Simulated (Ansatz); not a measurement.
# LiCl, space group P6_3mc: the orbital character of the bands

Computed with Ansatz's Python interface.

`licl.py`:
```python
from pathlib import Path

import ansatz as az
import pandas as pd
from pymatgen.core import Lattice, Structure
from pymatgen.io.ase import AseAtomsAdaptor

XC = "lda"
KMESH = (5, 5, 3)
TOLERANCE = 1e-08


def main() -> None:
    pmg_structure = Structure(
        Lattice([[3.92488221, 0.0, 0.0], [-1.9624411, 3.3990477, 0.0], [0.0, 0.0, 6.357161]]),
        ["Li", "Li", "Cl", "Cl"],
        [
            [2 / 3, 1 / 3, 0.876017],
            [1 / 3, 2 / 3, 0.376017],
            [2 / 3, 1 / 3, 0.498984],
            [1 / 3, 2 / 3, 0.998984],
        ],
    )
    structure = az.Crystal.from_ase(AseAtomsAdaptor.get_atoms(pmg_structure))

    points = {"G": (0.0, 0.0, 0.0), "M": (0.5, 0.0, 0.0), "K": (0.33333, 0.33333, 0.0), "A": (0.0, 0.0, 0.5), "L": (0.5, 0.0, 0.5), "H": (0.33333, 0.33333, 0.5)}
    model = (
        structure.calculation()
        .functional(XC)
        .kpoints(*KMESH)
        .occupations(az.OccupationsMethod.FIXED)
        .scf(tolerance=TOLERANCE)
        .band_structure(list(points.values()), intervals=1)
        .fat_bands()
    )
    outcome = model.run(threads=1)
    r = outcome.report
    file = Path(outcome.write_results("results")) / "fatbands.tsv"
    names = file.read_text().splitlines()[0].lstrip("# ").split("\t")
    table = pd.read_csv(file, sep="\t", comment="#", names=names)
    near = table[table.e_minus_ef.abs() < 2]
    for ik, label in enumerate(points):
        print(label)
        for _, row in near[near.ik == ik].iterrows():
            main = row[names[4:]].astype(float).nlargest(2)
            print(f"   band {int(row.band):3d} {row.e_minus_ef:7.3f} eV  " + ", ".join(f"{k} {v:.2f}" for k, v in main.items()))


if __name__ == "__main__":
    main()
```

```console
$ python licl.py
DeckWarning: basis.ecutwfc = 420 eV, auto-derived from the records' recommended cutoffs: set by Li (normal level)
G
   band   5  -0.332 eV  cl2_l1_3P 0.50, cl3_l1_3P 0.50
   band   6  -0.332 eV  cl2_l1_3P 0.50, cl3_l1_3P 0.50
   band   7  -0.019 eV  cl2_l1_3P 0.50, cl3_l1_3P 0.50
   band   8  -0.019 eV  cl2_l1_3P 0.50, cl3_l1_3P 0.50
   band   9  -0.000 eV  cl2_l1_3P 0.50, cl3_l1_3P 0.50
M
   band   4  -1.885 eV  cl2_l1_3P 0.46, cl3_l1_3P 0.46
   band   5  -1.384 eV  cl2_l1_3P 0.46, cl3_l1_3P 0.46
   band   6  -1.124 eV  cl2_l1_3P 0.48, cl3_l1_3P 0.48
   band   7  -0.860 eV  cl2_l1_3P 0.49, cl3_l1_3P 0.49
   band   8  -0.574 eV  cl2_l1_3P 0.49, cl3_l1_3P 0.49
   band   9  -0.302 eV  cl2_l1_3P 0.50, cl3_l1_3P 0.50
K
   band   4  -1.763 eV  cl2_l1_3P 0.49, cl3_l1_3P 0.49
   band   5  -1.195 eV  cl2_l1_3P 0.47, cl3_l1_3P 0.47
   band   6  -1.195 eV  cl2_l1_3P 0.47, cl3_l1_3P 0.47
   band   7  -0.952 eV  cl2_l1_3P 0.49, cl3_l1_3P 0.49
   band   8  -0.791 eV  cl2_l1_3P 0.48, cl3_l1_3P 0.48
   band   9  -0.791 eV  cl2_l1_3P 0.48, cl3_l1_3P 0.48
A
   band   4  -1.141 eV  cl2_l1_3P 0.47, cl3_l1_3P 0.42
   band   5  -1.141 eV  cl3_l1_3P 0.47, cl2_l1_3P 0.42
   band   6  -0.179 eV  cl3_l1_3P 0.80, cl2_l1_3P 0.19
   band   7  -0.179 eV  cl2_l1_3P 0.85, cl3_l1_3P 0.14
   band   8  -0.179 eV  cl3_l1_3P 0.75, cl2_l1_3P 0.25
   band   9  -0.179 eV  cl2_l1_3P 0.70, cl3_l1_3P 0.30
L
   band   4  -1.827 eV  cl2_l1_3P 0.72, cl3_l1_3P 0.18
   band   5  -1.827 eV  cl3_l1_3P 0.72, cl2_l1_3P 0.18
   band   6  -0.597 eV  cl2_l1_3P 0.66, cl3_l1_3P 0.32
   band   7  -0.597 eV  cl3_l1_3P 0.66, cl2_l1_3P 0.32
   band   8  -0.579 eV  cl3_l1_3P 0.60, cl2_l1_3P 0.39
   band   9  -0.579 eV  cl2_l1_3P 0.60, cl3_l1_3P 0.39
H
   band   4  -1.474 eV  cl3_l1_3P 0.52, cl2_l1_3P 0.39
   band   5  -1.474 eV  cl2_l1_3P 0.52, cl3_l1_3P 0.39
   band   6  -1.393 eV  cl2_l1_3P 0.78, cl3_l1_3P 0.20
   band   7  -1.393 eV  cl3_l1_3P 0.78, cl2_l1_3P 0.20
   band   8  -0.410 eV  cl2_l1_3P 0.64, cl3_l1_3P 0.34
   band   9  -0.410 eV  cl3_l1_3P 0.64, cl2_l1_3P 0.34
```
(Warnings from the package without file and line.)

Notes:
- The Fermi level of a run with fixed occupations marks the highest occupied state on its mesh, not mid-gap.
- The structure comes from a database of computed cells and needn't be a stable or known phase.
- Levels are Kohn-Sham eigenvalues on this mesh.
- Energies are less the Fermi level and bands count from 0. Only the largest channels are printed, equivalent atoms hold more, and in degenerate sets the split between sites is arbitrary; shells that the potentials lack have no channel.
- Run time: 2.7 s on 1 thread of Arm Neoverse V2, with other jobs on the host, peak memory 0.43 GiB.

(Lines on the test bed's own set-up are left out of the output.)
